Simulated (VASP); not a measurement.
A run of VASP 6.6.1 is set up as follows.

File INCAR:

```
SYSTEM = Ca
ALGO = Normal
EDIFF = 1E-7
EDIFFG = -0.005
ENCUT = 600
GGA = PE
IBRION = 2
ISIF = 3
ISMEAR = 1
IVDW = 12
LASPH = .TRUE.
LCHARG = .FALSE.
LREAL = .FALSE.
LWAVE = .FALSE.
NELM = 80
NSW = 90
PREC = Accurate
SIGMA = 0.1
```

The input KPOINTS:

```
k-points
0
G
  14 14 14
  0 0 0
```

Contents of POSCAR:

```
Ca                                      
1.0
   -0.0000000000      2.7189896172      2.7189896172
    2.7189896172     -0.0000000000      2.7189896172
    2.7189896172      2.7189896172     -0.0000000000
  Ca            
     1
Direct
     0.0000000000000000    0.0000000000000000    0.0000000000000000
```

Potentials or basis: VASP PAW PBE potentials, release 64 (Ca_sv).

Run with:

```console
$ cat potpaw_PBE.64/Ca_sv/POTCAR > POTCAR
$ mpirun -np 1 vasp_std > vasp.out
```

Question: What does it give for the band gap on the k mesh?

Answer: None (metal or under the smearing width).

Question: What does it give for the dispersion energy per atom?

Answer: -0.241 eV.

Final structure:
```
CELL_PARAMETERS angstrom
0.00000 2.71899 2.71899
2.71899 0.00000 2.71899
2.71899 2.71899 0.00000
ATOMIC_POSITIONS crystal
Ca 0.00000 0.00000 0.00000
```

Caveat: the relaxation stopped at its first step, so nothing moved.
